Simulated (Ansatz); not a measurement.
PbS in the zincblende structure

The computed numbers are results of PBE, scalar-relativistic (no spin polarisation) in the plane-wave PAW code Ansatz at 420 eV, Γ-centred 10×10×10 mesh, 0.05 eV Gaussian smearing; PAW files: Ansatz's generated set soft_2.

```
CELL_PARAMETERS angstrom
0.00000 3.32383 3.32383
3.32383 0.00000 3.32383
3.32383 3.32383 0.00000
ATOMIC_POSITIONS crystal
Pb 0.00000 0.00000 0.00000
S 0.25000 0.25000 0.25000
```

This is a trial structure; measured cells of the compound in the Crystallography Open Database are in space groups C2/m, Fm-3m (rock salt).

The cell is relaxed to zero pressure at this level.

Elastic constants come from the stress of slightly strained cells with relaxed atoms, in GPa, Voigt order xx, yy, zz, yz, xz, xy in the Cartesian frame of the vectors above.

```
38.1 33.8 33.8  0.0  0.0  0.0
33.8 38.1 33.8  0.0  0.0  0.0
33.8 33.8 38.1  0.0  0.0  0.0
 0.0  0.0  0.0 -4.8  0.0  0.0
 0.0  0.0  0.0  0.0 -4.8  0.0
 0.0  0.0  0.0  0.0  0.0 -4.8
```

Task: Is the crystal mechanically stable, and what are its polycrystalline moduli?

Result: Unstable: the tensor has an eigenvalue of -4.8 GPa, so some strain lowers the energy and averaged moduli mean nothing. This holds for the static lattice at 0 K; thermal motion can hold such a phase at higher temperature.

It ran for 83 s on 2 threads of Arm Neoverse V1 (shared host), peak memory 0.52 GiB.

No spin–orbit coupling, a notable omission for heavy elements.
